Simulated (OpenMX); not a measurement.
## GaSb under changes of volume

One of the cells (28.625 Å³/atom); the others are scaled copies at fixed shape and fractional positions:

```
Sb Ga
1.0
     0.00000    3.05900    3.05900
     3.05900    0.00000    3.05900
     3.05900    3.05900    0.00000
Sb Ga
1 1
Direct
  0.75000 0.75000 0.75000
  0.00000 0.00000 0.00000
```

- Program: OpenMX 3.8.5
- Functional: PBE
- Potentials or basis: OpenMX 2013 PBE set, Sb7.0-s3p2d1, Ga7.0-s2p2d1, fixed grid of 48 × 48 × 48 points
- k mesh: 9 × 9 × 9
- Occupations: fermi-dirac, width 0.05 eV
- Spin: no spin polarisation

```tsv
volume (Å³/atom)	energy over the lowest point (meV/atom)	gap on the mesh (eV)
26.907	111.67	0.55
27.480	81.15	0.37
28.052	56.08	0.20
28.625	?	?
29.197	19.91	none
29.770	8.34	none
30.342	0.00	none
```

**Question.** What does the run at 28.625 Å³/atom give?

**Answer.** Energy over the lowest point 35.53 meV/atom; gap on the mesh none.

Worked out: A Birch-Murnaghan fit of order 3 (a polynomial in V^(-2/3)) to the other rows has no minimum within the range. It gives 35.81 meV/atom at 28.625 Å³/atom, against the run's 35.53.

Energies are extrapolated to zero smearing.

Caveats: the basis has few d functions beyond the semicore shells, which can make volumes several per cent too large; the basis of atomic orbitals isn't converged, which shifts pressures, moduli and gaps; spin-orbit coupling is left out, which moves the levels of the heavy elements (some runs); an odd mesh through Γ misses points on the zone boundary, where band edges often lie (some runs).

A gap of «none» marks a metal or a gap under the smearing width.
